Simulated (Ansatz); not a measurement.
# Zn: the cost of one run

Method: DFT PBE, scalar-relativistic, in Ansatz 0.2.0.

### 1 The starting structure

Symmetry: P6_3/mmc, No. 194, hexagonal system. The conventional cell has a = 2.665 Å, b = 2.665 Å, c = 4.947 Å, α = 90.00°, β = 90.00°, γ = 120.00°. Zn (site symmetry -6m2) has 12 Zn at 2.66 to 2.91 Å as nearest neighbours.

Structure file:

```cif
data_structure
_symmetry_space_group_name_H-M 'P6_3/mmc'
_symmetry_Int_Tables_number 194
_cell_length_a 2.6648
_cell_length_b 2.6648
_cell_length_c 4.9467
_cell_angle_alpha 90.000
_cell_angle_beta 90.000
_cell_angle_gamma 120.000
_cell_volume 30.42
loop_
_atom_site_label
_atom_site_type_symbol
_atom_site_symmetry_multiplicity
_atom_site_Wyckoff_symbol
_atom_site_fract_x
_atom_site_fract_y
_atom_site_fract_z
_atom_site_occupancy
Zn1 Zn 2 c 0.33333 0.66667 0.25000 1
```

The file gives the conventional cell by its symmetry; the runs use the cell typed in the input.

Atoms are numbered in the order of the input: Zn1, Zn2.

### 2 The deformed structure

Space group P6_3/mmc before, P6_3/mmc after.

### 3 Full-potential LAPW

input.yaml reads:

```yaml
crystal:
  lattice:
    - [2.6647980532, 0.0, 0.0]
    - [-1.3323990266, 2.30778281, 0.0]
    - [0.0, 0.0, 4.798299]
  atoms:
    - { symbol: Zn, position: [0.3333333333, 0.6666666667, 0.25] }
    - { symbol: Zn, position: [0.6666666667, 0.3333333333, 0.75] }
kpoints:
  mp_grid: { grid: [18, 18, 8] }
  band_path:
    path:
      - [0.0, 0.0, 0.0]
      - [0.5, 0.0, 0.0]
      - [0.3333333333, 0.3333333333, 0.0]
      - [0.0, 0.0, 0.0]
      - [0.0, 0.0, 0.5]
      - [0.5, 0.0, 0.5]
      - [0.3333333333, 0.3333333333, 0.5]
      - [0.0, 0.0, 0.5]
      - [0.5, 0.0, 0.5]
    npoints: 5
scf:
  occupations: { method: fermi_dirac, width: 0.03 }
hamiltonian:
  xc: pbe
  pseudopotentials: { kind: all_electron, lapw: { basis_error: 0.00025 } }
output:
  forces: true
  stress: true
  eigenvalues: true
```

On the command line:

```console
$ ansatz run input.yaml --threads 1 --pin off --max-ram 3072MiB --backend cpu --events-out ev --progress --plain --runs-dir out
```

What time and memory should one allow on 1 thread of Arm Neoverse V1, shared host?

About 46 s, with a peak of 0.6 GiB.
